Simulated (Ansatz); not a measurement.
Rows from a G0W0 calculation on Te2Mo (2H monolayer) (Ansatz 0.2.0; G0W0 on PBEsol, plane waves, PAW; 9×9×1 mesh, 166 empty bands, screening to 38 eV), in eV. Spin-orbit coupling is left out.

```csv
row,k,band,start,Σx,Σc at the solution,Vxc
A,"(0.333, 0.333, 0.000)",c1,-3.565,-15.324,-3.459,-19.819
B,"(0.333, 0.333, 0.000)",c2,-3.110,-12.905,-3.389,-17.236
C,"(0.333, 0.333, 0.000)",v1,-4.886,-18.085,0.621,-17.932
D,"(0.111, 0.222, 0.000)",v1,-5.421,-18.842,1.307,-17.967
E,"(0.111, 0.222, 0.000)",c2,-2.868,-14.055,-3.597,-18.606
F,"(0.111, 0.222, 0.000)",c1,-3.575,-12.935,-3.149,-16.960
```

Question: Work out each quasiparticle level and how far it moved.

The quasiparticle equation reads E = start + Σx + Σc(E) − Vxc.

```csv
row,E (eV),shift (eV)
A,-2.529,+1.036
B,-2.168,+0.942
C,-4.418,+0.468
D,-4.989,+0.432
E,-1.913,+0.955
F,-2.700,+0.876
```

The gap over the computed points goes from 1.31 eV to 1.72 eV.

Limits: not at the basis limit; coarse mesh for a sheet; no spin-orbit coupling.

[Paths, hosts, dates, memory and timing lines, banners, echoed tables and standing remarks are left out of the program output.]

[Logs are printed without paths, hosts, clocks, repeated set-up lines and the standing remarks that a program may print on its own settings, such as how far it seeks lower states.]

[Runs of the session that timed out or met a known fault of the program may be left out.]

[Cells called generated may have been cut or substituted from an entry of the Crystallography Open Database or the Materials Project.]

[Hosts, paths, dates, database ids (printed as entryN), source tags and the programs' standing remarks are cut or masked in the printed files.]
